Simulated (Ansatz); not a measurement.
**BaTiO₃: course of a relaxation**

These are results of DFT r2SCAN, scalar-relativistic, plane waves, PAW (Ansatz 0.2.0), not measurements. (500 eV cutoff, 6×6×6 k-mesh, Gaussian smearing of 0.02 eV, no spin polarisation)

What was changed: relaxed at -3 GPa.

Command:

```bash
ansatz run input.yaml --threads 1 --pin off --max-ram 2560MiB --backend cpu --events-out ev --progress --plain --runs-dir out
```

Input:

```yaml
crystal:
  lattice:
    - [2.8668517064, 1.6551776044, 2.3538121273]
    - [-2.8668517064, 1.6551776044, 2.3538121273]
    - [0.0, -3.3103552088, 2.3538121273]
  atoms:
    - { symbol: Ba, position: [0.0012849266, 0.0012849266, 0.0012849266] }
    - { symbol: Ti, position: [0.5147591811, 0.5147591811, 0.5147591811] }
    - { symbol: O, position: [0.4882121036, 0.9786326851, 0.4882121036] }
    - { symbol: O, position: [0.4882121036, 0.4882121036, 0.9786326851] }
    - { symbol: O, position: [0.9786326851, 0.4882121036, 0.4882121036] }
basis:
  ecutwfc: 500
kpoints:
  mp_grid: { grid: [6, 6, 6] }
hamiltonian:
  xc: r2scan
scf:
  occupations: { method: gaussian, width: 0.02 }
output:
  forces: true
  stress: true
  eigenvalues: true
relax:
  adjacent_minimum: "off"
  f_tol: 0.008
  max_steps: 50
  cell: { stress_tol: 0.08, p_target: -3.0 }
```

F is the free energy. Steps run on the plane waves of an earlier cell, but the last one, and at times one on the way, on a freshly chosen basis, so a repeated geometry can differ a little in energy. The relaxation lowers the enthalpy F + PV at the target pressure, so F itself can rise.

Steps:

```csv
step,F − F(1) (eV),largest force component (eV/Å),V (Å³/atom),P (GPa)
1,0.0000,0.311,13.403,-4.61
2,-0.0155,0.263,13.283,-3.02
3,-0.0185,0.143,13.268,-2.70
4,-0.0164,0.108,13.308,-2.77
5,-0.0114,0.040,13.379,-2.87
6,-0.0090,0.008,13.411,-2.99
7,-0.0090,0.008,13.411,-2.98
```

Relaxed structure:

```xyz
5
Lattice="2.8646 1.6539 2.3589 -2.8646 1.6539 2.3589 0.0000 -3.3077 2.3589" Properties=species:S:1:pos:R:3 pbc="T T T"
Ba    0.0000    0.0000    0.0240
Ti    0.0000    0.0000    3.6682
O    -1.3968    0.8064    4.5984
O     0.0000   -1.6129    4.5984
O     1.3968    0.8064    4.5984
```

The structure is trigonal, space group R3m (No. 160). Conventional cell: a = 5.729 Å, b = 5.729 Å, c = 7.077 Å, α = 90.00°, β = 90.00°, γ = 120.00°. Ba (site symmetry 3m) has 12 O at 2.79 to 2.98 Å as nearest neighbours. Around Ti (site symmetry 3m) lie 3 O at 1.86 Å. O (site symmetry m) has 1 Ti at 1.86 Å as nearest neighbours.

The run converged. The run took 50 s on 1 thread of Oxide Virtual Turin-like Processor (Zen 5), with other jobs on the host, peak memory 0.51 GiB.